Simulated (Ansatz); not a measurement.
NiO:

```
Ni O
1.0
     0.00000    2.08590    2.08590
     2.08590    0.00000    2.08590
     2.08590    2.08590    0.00000
Ni O
1 1
Direct
  0.00000 0.00000 0.00000
  0.50000 0.50000 0.50000
```

Base run:

- Program: Ansatz 0.2.0
- Functional: PBE
- Potentials or basis: Ansatz PAW
- Cutoff: 420 eV (not typed: the program's choice for these potentials)
- k mesh: 11 × 11 × 11
- Occupations: fermi-dirac, width 0.05 eV
- Spin: collinear spin, ferromagnetic start
- Starting moments: [1.0, 0.0] μB

Its results: band gap on the k mesh none (metal or under the smearing width); pressure 5.7 GPa; net moment 1.73 μB per cell; site moments Ni +1.40; O +0.27 μB.

Question: After a change of settings the same cell gave: band gap on the k mesh none (metal or under the smearing width); pressure 6.3 GPa; net moment 1.79 μB per cell; site moments Ni +1.44; O +0.29 μB. Which change was it?
A. functional from PBE to PBEsol0; k mesh from 11 × 11 × 11 to 6 × 6 × 6
B. occupations from fermi-dirac, width 0.05 eV to gaussian, width 0.011 eV
C. functional from PBE to LDA
D. functional from PBE to PBEsol

Answer: B.

Caveats: a cell with one magnetic atom can't hold antiferromagnetic order, which such compounds often take; semilocal functionals often make such compounds metallic where correlation or magnetic order opens a gap, which also shifts bond lengths.
